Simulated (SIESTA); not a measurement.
## Ni under changes of volume

One of the cells (10.702 Å³/atom); the others are scaled copies at fixed shape and fractional positions:

```
Ni
1.0
     0.00000    1.74908    1.74908
     1.74908    0.00000    1.74908
     1.74908    1.74908    0.00000
Ni
1
Direct
  0.00000 0.00000 0.00000
```

| Property | Result |
| --- | --- |
| Program | SIESTA 5.4.2 |
| Functional | PBEsol |
| Potentials or basis | PseudoDojo 0.4 standard (PBEsol files) |
| Basis | DZP (energy shift 0.003 Ry; two zetas on semicore shells) |
| Grid cutoff | 800 Ry |
| Energy shift | 0.003 Ry |
| k mesh | 13 × 13 × 13 |
| Occupations | fermi-dirac, width 0.05 eV |
| Spin | collinear spin, ferromagnetic start |
| Starting moments | [1.0] μB |

```tsv
volume (Å³/atom)	energy over the lowest point (meV/atom)	pressure (GPa)
9.862	17.30	13.8
10.072	4.58	5.9
10.282	0.00	2.2
10.702	6.36	-6.7
10.912	18.60	-11.3
11.122	?	?
```

**Question.** What does the run at 11.122 Å³/atom give?

**Answer.** Energy over the lowest point 36.24 meV/atom; pressure -14.5 GPa.

Worked out: A Birch-Murnaghan fit of order 3 (a polynomial in V^(-2/3)) to the other rows has its minimum at 10.36 Å³/atom with B0 = V·E''(V) = 227 GPa (rough, since the energies scatter). It gives 35.40 meV/atom at 11.122 Å³/atom, against the run's 36.24, and -dE/dV = -14.7 GPa, against -14.5.

Energies are extrapolated to zero smearing.

Caveats: short orbitals over semicore shells can move pressures by several GPa; the basis of atomic orbitals isn't converged, which shifts pressures, moduli and gaps.
